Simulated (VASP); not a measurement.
**SiO2: band structure with TB-mBJ**

Crystal: SiO2.

```
CELL_PARAMETERS angstrom
-2.47729 2.47729 3.65567
2.47729 -2.47729 3.65567
2.47729 2.47729 -3.65567
ATOMIC_POSITIONS crystal
Si 0.75000 0.25000 0.50000
Si 0.00000 0.00000 0.00000
O 0.87500 0.02821 0.65321
O 0.77821 0.12500 0.15321
O 0.97179 0.62500 0.84679
O 0.37500 0.22179 0.34679
```

The cell comes from a database or a generator and needn't be the stable form of this composition.

```
Program                : VASP 6.6.1
Task                   : band structure
Functional             : TB-mBJ
Potentials or basis    : VASP PAW PBE potentials, release 64 (Si, O)
Cutoff                 : 520 eV
k mesh                 : 8 × 8 × 8
Occupations            : gaussian, width 0.02 eV
Spin                   : no spin polarisation
Ladder                 : gaps
Further INCAR settings : ALGO = Normal; EDIFF = 1e-07; NBANDS = 25
```

- Band gap on the k mesh: 9.16 eV, direct
- Band gap along the path: 9.16 eV, direct

Levels at the corners of the path, in eV from the valence-band top:
```tsv
point	band 13	band 14	band 15	band 16	band 17	band 18	band 19	band 20
Γ	-1.33	-0.69	0.00	0.00	9.16	11.86	13.38	13.38
X	-0.83	-0.83	-0.33	-0.33	12.01	12.01	13.37	13.37
X	-0.83	-0.83	-0.33	-0.33	12.01	12.01	13.37	13.37
Y	-0.95	-0.95	-0.40	-0.40	12.12	12.12	13.30	13.30
Y	-0.95	-0.95	-0.40	-0.40	12.12	12.12	13.30	13.30
S	-1.18	-1.04	-0.54	-0.22	11.75	12.59	12.85	13.42
S	-1.18	-1.04	-0.54	-0.22	11.75	12.59	12.85	13.42
Γ	-1.33	-0.69	0.00	0.00	9.16	11.86	13.38	13.38
Γ	-1.33	-0.69	0.00	0.00	9.16	11.86	13.38	13.38
Z	-1.33	-1.33	-0.28	-0.28	12.09	12.09	13.26	13.26
Z	-1.33	-1.33	-0.28	-0.28	12.09	12.09	13.26	13.26
S1	-1.18	-1.04	-0.54	-0.22	11.75	12.59	12.85	13.42
S1	-1.18	-1.04	-0.54	-0.22	11.75	12.59	12.85	13.42
N	-1.24	-0.73	-0.44	-0.12	10.82	12.72	13.14	13.20
N	-1.24	-0.73	-0.44	-0.12	10.82	12.72	13.14	13.20
P	-0.84	-0.84	-0.41	-0.41	11.93	11.93	13.43	13.44
P	-0.84	-0.84	-0.41	-0.41	11.93	11.93	13.43	13.44
Y1	-0.95	-0.95	-0.40	-0.40	12.12	12.12	13.29	13.30
Y1	-0.95	-0.95	-0.40	-0.40	12.12	12.12	13.29	13.30
Z	-1.33	-1.33	-0.28	-0.28	12.09	12.09	13.26	13.26
X	-0.83	-0.83	-0.33	-0.33	12.01	12.01	13.37	13.37
P	-0.84	-0.84	-0.41	-0.41	11.93	11.93	13.43	13.44
```

Run time: 4.3 min on 2 MPI ranks on Intel(R) Xeon(R) 6975P-C (Granite Rapids), on a shared host, peak memory 0.36 GiB a rank.
